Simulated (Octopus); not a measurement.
# SnSe2 (P-3m1) in Octopus: notebook

The runs below take SnSe2 through single point, with PBE.

All numbers are computed with Octopus 16.4; they aren't measurements. Logs are shortened: lines on timing, memory, paths and dates and some standing lists are left out, and cuts for length are marked.

**1. The undisturbed crystal**

Symmetry: P-3m1, No. 164, trigonal system. Conventional cell: a = 3.811 Å, b = 3.811 Å, c = 6.136 Å, α = 90.00°, β = 90.00°, γ = 120.00°. Sn (site symmetry -3m) is surrounded by 6 Se at 2.68 Å. Se (site symmetry 3m) is surrounded by 3 Sn at 2.68 Å.

**2. Single point, PBE, 25.73 Å³/atom (strain along z of 0)**

File inp:

```
CalculationMode = gs
UnitsOutput = eV_Angstrom
PeriodicDimensions = 3
ExperimentalFeatures = yes
PseudopotentialSet = sg15
%LatticeParameters
 1*angstrom | 1*angstrom | 1*angstrom
%
%LatticeVectors
 3.811 | 0 | 0
 -1.9055 | 3.30042281 | 0
 0 | 0 | 6.136
%
%ReducedCoordinates
 "Sn" | 0 | 0 | 0
 "Se" | 0.6666666667 | 0.3333333333 | 0.751
 "Se" | 0.3333333333 | 0.6666666667 | 0.249
%
%Spacing
 0.14114815*angstrom | 0.14114815*angstrom | 0.14269767*angstrom
%
DerivativesOrder = 8
%KPointsGrid
 5 | 5 | 3
%
KPointsUseSymmetries = yes
XCFunctional = gga_x_pbe + gga_c_pbe
SmearingFunction = fermi_dirac
Smearing = 0.05*eV
ExtraStates = 7
Eigensolver = rmmdiis
ConvRelDens = 1e-6
MaximumIter = 120
SCFCalculateStress = yes
```

Potentials or basis: sg15 (PBE).

Command:

```console
$ OMP_NUM_THREADS=1 octopus > out.log
```

out.log:

```text
Running octopus

[... 13 lines left out ...]

Input: [AllElectronType = no]
Input: [PseudopotentialSet = sg15]
Reading Coordinates from ReducedCoordinates block

****************************** Species *******************************
  Species 'Sn'
    type             : pseudopotential
    file             : 'Sn_ONCV_PBE-1.2.upf'
    file format      : UPF2
    valence charge   : 14.0
    atomic number    :  50
    form on file     : kleinman-bylander
    lmax             : 2
    llocal           : -1
    projectors per l : 2
    total projectors : 6
    application form : kleinman-bylander
    orbitals         :  0
    bound orbitals   :  0

  Species 'Se'
    type             : pseudopotential
    file             : 'Se_ONCV_PBE-1.2.upf'
    file format      : UPF2
    valence charge   : 6.0
    atomic number    :  34
    form on file     : kleinman-bylander
    lmax             : 2
    llocal           : -1
    projectors per l : 2
    total projectors : 6
    application form : kleinman-bylander
    orbitals         :  0
    bound orbitals   :  0

**********************************************************************

***************************** Symmetries *****************************
Space group No.  164
International: P-3m1
Schoenflies: D3d^3
Info: The system has    12 symmorphic symmetries that can be used.
  Index                Rotation matrix                      Fractional translations
    1 :     1   0   0     0   1   0     0   0   1      0.000000    0.000000    0.000000
    2 :    -1   0   0     0  -1   0     0   0  -1      0.000000    0.000000    0.000000
    3 :     0   1   0    -1  -1   0     0   0   1      0.000000    0.000000    0.000000
    4 :     0  -1   0     1   1   0     0   0  -1      0.000000    0.000000    0.000000
    5 :    -1  -1   0     1   0   0     0   0   1      0.000000    0.000000    0.000000
    6 :     1   1   0    -1   0   0     0   0  -1      0.000000    0.000000    0.000000
    7 :     0   1   0     1   0   0     0   0  -1      0.000000    0.000000    0.000000
    8 :     0  -1   0    -1   0   0     0   0   1      0.000000    0.000000    0.000000
    9 :     1   0   0    -1  -1   0     0   0  -1      0.000000    0.000000    0.000000
   10 :    -1   0   0     1   1   0     0   0   1      0.000000    0.000000    0.000000
   11 :    -1  -1   0     0   1   0     0   0  -1      0.000000    0.000000    0.000000
   12 :     1   1   0     0  -1   0     0   0   1      0.000000    0.000000    0.000000
Info: The system also has     0 nonsymmorphic symmetries (not used for electrons).
**********************************************************************

Input: [CurvMethod = curv_affine]
Input: [DerivativesStencil = stencil_stargeneral]

****************************** Lattice *******************************
  Lattice Vectors [A]
    3.811000    0.000000    0.000000
   -1.905500    3.300423    0.000000
    0.000000    0.000000    6.136000
  Cell volume =            77.1781 [A^3]
  Reciprocal-Lattice Vectors [A^-1]
    1.648697    0.951876   -0.000000
    0.000000    1.903752    0.000000
    0.000000   -0.000000    1.023987
  Cell angles [degree]
    alpha =   90.000
    beta  =   90.000
    gamma =  120.000
**********************************************************************

Checking if the generated full k-point grid is symmetric

    12 k-points generated from parameters :
 ---------------------------------------------------
    n =    5    5    3

    s1  =  0.50  0.50  0.50

   index |      weight  |             coordinates              |
       1 |     0.013333 |    0.000000    0.000000    0.000000  |
       2 |     0.080000 |    0.200000    0.000000    0.000000  |
[... 63 lines left out ...]
Info: Pseudopotential for Sn
  Radii for localized parts:
    local part     =  1.5 A
    non-local part =  1.6 A
    orbitals       =  0.0 A

Info: Pseudopotential for Se
  Radii for localized parts:
    local part     =  1.3 A
    non-local part =  1.7 A
    orbitals       =  0.0 A

Input: [RelativisticCorrection = non_relativistic]
[... 11 lines left out ...]
      Block       2 contains       4 states:       5 -       8
      Block       3 contains       4 states:       9 -      12
      Block       4 contains       4 states:      13 -      16
      Block       5 contains       4 states:      17 -      20
Info: Ground-state allocation done.
Info: Could not find 'restart/gs' directory for restart.
[... 5 lines left out ...]

**************************** Eigensolver *****************************
Input: [Eigensolver = rmmdiis]
Input: [Preconditioner = pre_filter]
Input: [PreconditionerFilterFactor = 0.6000]
Input: [SubspaceDiagonalization = standard]
Info: The rmmdiis eigensolver requires     47.8 MiB of additional
      memory.  This amount can be reduced by decreasing the value
      of the variable StatesBlockSize (currently set to 4).
**********************************************************************

[... 6 lines left out ...]

** Warning:
**   The are no atomic orbitals available, cannot do LCAO.

Info: Unnormalized total charge =     25.876901
Info: Renormalized total charge =     26.000000
Info: Setting up Hamiltonian.
Orthogonalizing wavefunctions.
Info: Ground-state restart information will be written to 'restart/gs'.
Info: SCF using complex wavefunctions.
Info: Starting SCF iteration.

** Warning:
**   Symmetrization discrepancy ratio (scalar) =  2.44432E-01

*********************** SCF CYCLE ITER #    1 ************************
 etot  =  8.38953425E+03 abs_ev   =  3.18E+04 rel_ev   =  3.26E+00
 ediff =        3.08E+02 abs_dens =  2.36E+01 rel_dens =  9.08E-01
Matrix vector products: 2640
Converged eigenvectors: 0

#  State  KPoint  Eigenvalue [eV]  Occupation    Error
      1       1       -6.047989    2.000000   ( 3.5E-01)
      1       3       -5.559701    2.000000   ( 3.5E-01)
      1       2       -5.497526    2.000000   ( 3.5E-01)
      1       6       -5.026905    2.000000   ( 3.5E-01)
      1       5       -4.987691    2.000000   ( 3.5E-01)
      1       4       -4.343135    2.000000   ( 3.5E-01)
      1       7       -3.900334    2.000000   ( 3.5E-01)
      1       8       -3.837962    2.000000   ( 3.5E-01)
[... 23 lines left out ...]
     20      10     1469.949959    0.000000   ( 3.0E+01)
     20       1     1484.625580    0.000000   ( 3.0E+01)
     20       5     1488.723593    0.000000   ( 3.0E+01)
     20      12     1489.308792    0.000000   ( 3.0E+01)
     20       2     1490.106963    0.000000   ( 3.0E+01)
     20       7     1494.908704    0.000000   ( 2.9E+01)
     20      11     1501.912267    0.000000   ( 2.9E+01)
     20       4     1514.598391    0.000000   ( 2.9E+01)

Density of states:

-------------------%--------------------------------------------------
-------------------%--------------------------------------------------
-------------------%--------------------------------------------------
-------------------%--------------------------------------------------
-------------------%--------------------------------------------------
------------------%%--------------------------------------------------
------------------%%%-------------------------------------------------
------------------%%%-------------------------------------------------
------------------%%%-------------------------------------------------
%-----------------%%%-%---------------%-----------------------------%-
                   ^

Fermi energy =   423.229455 eV

**********************************************************************

** Warning:
**   Symmetrization discrepancy ratio (scalar) =  1.91485E-01

*********************** SCF CYCLE ITER #    2 ************************
 etot  =  4.76543330E+03 abs_ev   =  3.60E+03 rel_ev   =  5.85E-01
 ediff =        1.33E+02 abs_dens =  3.60E+00 rel_dens =  1.39E-01
Matrix vector products: 2640
Converged eigenvectors: 0
[... 219 lines left out ...]
Fermi energy =     4.422562 eV

**********************************************************************

Info: restarting mixing.

*********************** SCF CYCLE ITER #   21 ************************
 etot  = -2.15121898E+03 abs_ev   =  4.74E+00 rel_ev   =  2.51E-02
 ediff =        4.79E-01 abs_dens =  2.03E-01 rel_dens =  7.81E-03
Matrix vector products: 2640
Converged eigenvectors: 0
[... 175 lines left out ...]
*********************** SCF CYCLE ITER #   36 ************************
 etot  = -2.15688084E+03 abs_ev   =  2.28E-04 rel_ev   =  1.18E-06
 ediff =        7.10E-06 abs_dens =  1.12E-05 rel_dens =  4.33E-07
Matrix vector products: 2640
Converged eigenvectors: 7

#  State  KPoint  Eigenvalue [eV]  Occupation    Error
      1      11      -17.410219    2.000000   ( 1.2E-06)
      1      10      -17.410211    2.000000   ( 5.7E-08)
      1       8      -17.410071    2.000000   ( 8.3E-08)
      1      12      -17.398477    2.000000   ( 1.9E-07)
      1       9      -17.398343    2.000000   ( 7.2E-07)
      1       7      -17.391628    2.000000   ( 1.5E-07)
      1       4      -17.391504    2.000000   ( 1.5E-07)
      1       5      -17.375698    2.000000   ( 2.7E-07)
[... 23 lines left out ...]
     20       5       13.655933    0.000000   ( 9.0E-03)
     20       9       13.788977    0.000000   ( 2.4E-03)
     20      12       14.119670    0.000000   ( 3.7E-03)
     19      10       14.253672    0.000000   ( 6.8E-01)
     20       4       14.301706    0.000000   ( 1.3E-02)
     20       8       14.325432    0.000000   ( 1.4E-02)
     20      11       14.670680    0.000000   ( 4.1E-02)
     20      10       14.989750    0.000000   ( 1.9E-01)

Density of states:

%---------------------------------------------------------------------
%---------------------------------------------------------------------
%---------------------------------------------------------------------
%---------------------------------------------------------------------
%---------------------------------------------------------------------
%---------------------------------------------------------------------
%---------------------------------------------------------------------
%---------------------------------------------------------------------
%-------------------%------------------------%-----------%------------
%------------------%%%---------%-%--%-%%%-%%%%----%---%%%%%%%--%-%%---
                                              ^

Fermi energy =     4.388844 eV

**********************************************************************

Info: SCF converged in   36 iterations

** Warning:
**   Some of the states are not fully converged!

Info: Number of matrix-vector products:      95040
Info: Finished writing information to 'restart/gs'.

Octopus emitted 39 warnings.
```

Wall time 4.9 min (1 thread of Intel Xeon 6975P-C (Granite Rapids), shared host); peak memory 0.43 GiB.

Results:

| Quantity | Value |
| --- | --- |
| Free energy | -2156.8810 eV |
| Pressure | 5.8 GPa |
| Largest force | 0.765 eV/Å |
| Band gap on the k mesh | 0.78 eV, indirect (least direct gap 1.07 eV) |

Caveat: spin-orbit coupling is left out, which moves the levels of the heavy elements; an odd mesh through Γ misses points on the zone boundary, where band edges often lie; this functional lacks dispersion, which binds the layers, so the pressure and a relaxed spacing across them are unreliable.

**3. Single point, PBE, 24.95 Å³/atom (strain along z of -0.03)**

Edit inp of step 2 so:

```diff
@@ -11,3 +11,3 @@
  -1.9055 | 3.30042281 | 0
- 0 | 0 | 6.136
+ 0 | 0 | 5.95192
 %
@@ -19,3 +19,3 @@
 %Spacing
- 0.14114815*angstrom | 0.14114815*angstrom | 0.14269767*angstrom
+ 0.14114815*angstrom | 0.14114815*angstrom | 0.13841674*angstrom
 %
```

Potentials or basis: sg15 (PBE).

Command:

```console
$ OMP_NUM_THREADS=1 octopus > out.log
```

It took 5.1 min on 1 thread of Intel Xeon 6975P-C (Granite Rapids), shared host; peak memory 0.43 GiB.

The run converged. Its results:

```yaml
Free_energy: -2156.7599 eV
Pressure: 8.3 GPa
Largest_force: 1.221 eV/Å
Band_gap_on_the_k_mesh: 0.60 eV, indirect (least direct gap 0.85 eV)
```

Caveat: spin-orbit coupling is left out, which moves the levels of the heavy elements; an odd mesh through Γ misses points on the zone boundary, where band edges often lie; this functional lacks dispersion, which binds the layers, so the pressure and a relaxed spacing across them are unreliable; forces of over 1 eV/Å show positions far from the minimum, so gaps and moduli don't describe the material at rest.

**4. Single point, PBE, 26.50 Å³/atom (strain along z of 0.03)**

Edit inp of step 3 so:

```diff
@@ -11,3 +11,3 @@
  -1.9055 | 3.30042281 | 0
- 0 | 0 | 5.95192
+ 0 | 0 | 6.32008
 %
@@ -19,3 +19,3 @@
 %Spacing
- 0.14114815*angstrom | 0.14114815*angstrom | 0.13841674*angstrom
+ 0.14114815*angstrom | 0.14114815*angstrom | 0.14697860*angstrom
 %
```

Command:

```console
$ OMP_NUM_THREADS=1 octopus > out.log
```

It took 5.1 min on 1 thread of Intel Xeon 6975P-C (Granite Rapids), shared host; peak memory 0.43 GiB.

Results (log left out):

- Free energy: -2156.9503 eV
- Pressure: 3.6 GPa
- Largest force: 0.324 eV/Å
- Band gap on the k mesh: 0.77 eV, indirect (least direct gap 1.22 eV)

Caveat: spin-orbit coupling is left out, which moves the levels of the heavy elements; an odd mesh through Γ misses points on the zone boundary, where band edges often lie; this functional lacks dispersion, which binds the layers, so the pressure and a relaxed spacing across them are unreliable.

**5. Single point, PBE, 25.34 Å³/atom (strain along z of -0.015)**

Edit inp of step 4 so:

```diff
@@ -11,3 +11,3 @@
  -1.9055 | 3.30042281 | 0
- 0 | 0 | 6.32008
+ 0 | 0 | 6.04396
 %
@@ -19,3 +19,3 @@
 %Spacing
- 0.14114815*angstrom | 0.14114815*angstrom | 0.14697860*angstrom
+ 0.14114815*angstrom | 0.14114815*angstrom | 0.14055721*angstrom
 %
```

Command:

```console
$ OMP_NUM_THREADS=1 octopus > out.log
```

It took 5 min on 1 thread of Intel Xeon 6975P-C (Granite Rapids), shared host; peak memory 0.43 GiB.

It converged, with:

```
Free energy            : -2156.8264 eV
Pressure               : 7.0 GPa
Largest force          : 0.991 eV/Å
Band gap on the k mesh : 0.69 eV, indirect (least direct gap 0.96 eV)
```

Caveat: spin-orbit coupling is left out, which moves the levels of the heavy elements; an odd mesh through Γ misses points on the zone boundary, where band edges often lie; this functional lacks dispersion, which binds the layers, so the pressure and a relaxed spacing across them are unreliable.

**6. Single point, PBE, 26.11 Å³/atom (strain along z of 0.015)**

Edit inp of step 5 so:

```diff
@@ -11,3 +11,3 @@
  -1.9055 | 3.30042281 | 0
- 0 | 0 | 6.04396
+ 0 | 0 | 6.22804
 %
@@ -19,3 +19,3 @@
 %Spacing
- 0.14114815*angstrom | 0.14114815*angstrom | 0.14055721*angstrom
+ 0.14114815*angstrom | 0.14114815*angstrom | 0.14483814*angstrom
 %
@@ -34 +34,6 @@
 SCFCalculateStress = yes
+%Output
+ density | cube
+ elf | cube
+ potential | cube
+%
```

Potentials or basis: sg15 (PBE).

Command:

```console
$ OMP_NUM_THREADS=1 octopus > out.log
```

Wall time 5.6 min (1 thread of Intel Xeon 6975P-C (Granite Rapids), shared host); peak memory 0.43 GiB.

It converged, with:

```
Free energy            : -2156.9231 eV
Pressure               : 4.6 GPa
Largest force          : 0.542 eV/Å
Band gap on the k mesh : 0.83 eV, indirect (least direct gap 1.18 eV)
```

Caveat: spin-orbit coupling is left out, which moves the levels of the heavy elements; an odd mesh through Γ misses points on the zone boundary, where band edges often lie; this functional lacks dispersion, which binds the layers, so the pressure and a relaxed spacing across them are unreliable.
